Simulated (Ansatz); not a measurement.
# SiMo3: the cost of one run

Computed with Ansatz 0.2.0 (DFT PBE, scalar-relativistic, plane waves, PAW, unless a step's input says otherwise).

## (1) The structure to begin with

It takes space group P4/mmm (No. 123, tetragonal). The conventional cell has a = 3.832 Å, b = 3.832 Å, c = 5.058 Å, α = 90.00°, β = 90.00°, γ = 90.00°. Around Si (site symmetry 4/mmm) lie 6 Mo at 2.53 to 2.71 Å. Around Mo (site symmetry 4/mmm) lie 2 Si at 2.53 Å and 4 Mo at 2.71 Å. Around Mo (site symmetry 4/mmm) lie 2 Mo at 2.53 Å and 4 Si at 2.71 Å. Around Mo (site symmetry 4/mmm) lie 6 Mo at 2.53 to 2.71 Å.

Structure file:

```
CELL_PARAMETERS angstrom
3.83229 0.00000 0.00000
0.00000 3.83229 0.00000
0.00000 0.00000 5.05775
ATOMIC_POSITIONS crystal
Si 0.00000 0.00000 0.50000
Mo 0.00000 0.00000 0.00000
Mo 0.50000 0.50000 0.50000
Mo 0.50000 0.50000 0.00000
```

The cell is invented: random cell by space group and Wyckoff sites (P4/mmm, No. 123). Its size is a rough estimate.

## (2) The guess as it stands, on a coarse mesh

Input file input.yaml:

```yaml
crystal:
  lattice:
    - [3.83228816, 0.0, 0.0]
    - [0.0, 3.83228816, 0.0]
    - [0.0, 0.0, 5.05775258]
  atoms:
    - { symbol: Si, position: [0.0, 0.0, 0.5] }
    - { symbol: Mo, position: [0.0, 0.0, 0.0] }
    - { symbol: Mo, position: [0.5, 0.5, 0.5] }
    - { symbol: Mo, position: [0.5, 0.5, 0.0] }
basis:
  ecutwfc: 420
kpoints:
  mp_grid: { grid: [4, 4, 4] }
hamiltonian:
  xc: pbe
scf:
  occupations: { method: gaussian, width: 0.1 }
  lower_state_search: "off"
output:
  forces: true
  stress: true
  eigenvalues: true
```

Run with:

```sh
$ ansatz run input.yaml --threads 1 --pin off --max-ram 2560MiB --backend cpu --events-out ev --progress --plain --runs-dir out
```

What time and memory should one allow on 1 thread of Arm Neoverse V1, shared host?

About 2.2 s, with a peak of 0.32 GiB.
